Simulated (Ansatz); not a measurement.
**RbBr (Pm-3m), a vibration from a frozen displacement**

The calculation used DFT PBEsol, scalar-relativistic, plane waves, PAW (Ansatz). The runs took a 420 eV cutoff, a Γ-centred 6×6×6 mesh and Gaussian smearing (0.05 eV). No spin polarisation. Energies are free energies at this smearing, counted from the undisturbed cell; pressure is positive in compression.

The starting cell (as given, not relaxed at this level; it stands at -0.6 GPa; this CsCl-type form isn't the usual structure):

```
CELL_PARAMETERS angstrom
4.12608 0.00000 0.00000
0.00000 4.12608 0.00000
0.00000 0.00000 4.12608
ATOMIC_POSITIONS crystal
Rb 0.00000 0.00000 0.00000
Br 0.50000 0.50000 0.50000
```

Every Br atom is moved by x along the Cartesian unit vector (0.000, 0.000, 1.000); the cell and all other atoms stay fixed. The cell's volume is 70.24 Å³; the moved atoms weigh 79.904 u together and the others 85.468 u. Some rows repeat others by symmetry and weren't run.

| x (Å) | ΔE (meV/cell) | total force on the moved atoms along the move (eV/Å) | pressure (GPa) |
| --- | --- | --- | --- |
| -0.3000 | 29.94 | 0.2030 | -0.1690 |
| -0.2625 | 22.83 | 0.1763 | -0.2693 |
| -0.2250 | 16.71 | 0.1501 | -0.3565 |
| -0.1875 | 11.57 | 0.1243 | -0.4305 |
| -0.1500 | 7.39 | 0.0989 | -0.4912 |
| -0.1125 | 4.15 | 0.0739 | -0.5385 |
| -0.0750 | 1.84 | 0.0491 | -0.5723 |
| -0.0375 | 0.46 | 0.0245 | -0.5926 |
| 0.0000 | 0.00 | 0.0000 | -0.5993 |
| 0.0375 | 0.46 | -0.0245 | -0.5926 |
| 0.0750 | 1.84 | -0.0491 | -0.5723 |
| 0.1125 | 4.15 | -0.0739 | -0.5385 |
| 0.1500 | 7.39 | -0.0989 | -0.4912 |
| 0.1875 | 11.57 | -0.1243 | -0.4305 |
| 0.2250 | 16.71 | -0.1501 | -0.3565 |
| 0.2625 | 22.83 | -0.1763 | -0.2693 |
| 0.3000 | 29.94 | -0.2030 | -0.1690 |

Task: What frequency belongs to this motion?

Result: The force constant is k = −dF/dx = 0.653 eV/Å², from the parabola through x = -0.0375, 0 and 0.0375. In every cell the moved atoms swing against the rest, so the mass is μ = m₁m₂/(m₁ + m₂) = 41.296 u, and ν̃ = 521.5 cm⁻¹ × √(|k|/μ) = 66 cm⁻¹. To first order in x, and within 1 %, the force on every atom lies along the move and, within each of the two groups, in proportion to the atom's mass, so this is itself a mode at the zone centre of this cell, taken without macroscopic field (the transverse frequency in a polar insulator).

Task: How far does the harmonic law reach?

Result: At x = -0.300 Å, kx²/2 = 29.40 meV against the computed 29.94 meV (+1.8 %): the well is still close to harmonic there.